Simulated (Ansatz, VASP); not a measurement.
AlNi in VASP and in Ansatz

```
CELL_PARAMETERS angstrom
2.76576 0.00000 0.00000
0.00000 2.76576 0.00000
0.00000 0.00000 2.65052
ATOMIC_POSITIONS crystal
Al 0.00000 0.00000 0.00000
Ni 0.50000 0.50000 0.50000
```

Change from the starting cell: strain -0.040 along x and y, -0.080 along z, atoms carried along.

Alike in both runs: task single point; functional PBE; k mesh 16 × 16 × 16; occupations gaussian, width 0.15 eV; no spin polarisation.

```csv
,VASP,Ansatz
version,VASP 6.6.1,Ansatz 0.2.0
potentials or method,"VASP PAW PBE potentials, release 64 (Al, Ni)","scalar-relativistic, plane waves, PAW"
plane-wave cutoff (eV),520,420
valence electrons in the cell,13,21
```

|  | VASP | Ansatz | Ansatz less VASP |
| --- | --- | --- | --- |
| gap on the k mesh at the Fermi level (eV) | none | none | - |
| pressure (GPa) | 41.6 | 41.7 | +0.10 |
| largest component of the traceless stress (GPa) | 4.23 | 4.14 | -0.088 |

A gap of «none» marks a metal or a gap that the smearing closes. The functional is the same, so the differences come from potentials, cutoffs and numerics. The two sets of potentials don't hold the same shells in valence.

Caveats: so large a pressure means that the cell lies far from this level's equilibrium, or that cutoff or potentials fall short (VASP). Spin polarisation is off, so any magnetic state and its effect on volume and gap are missing.
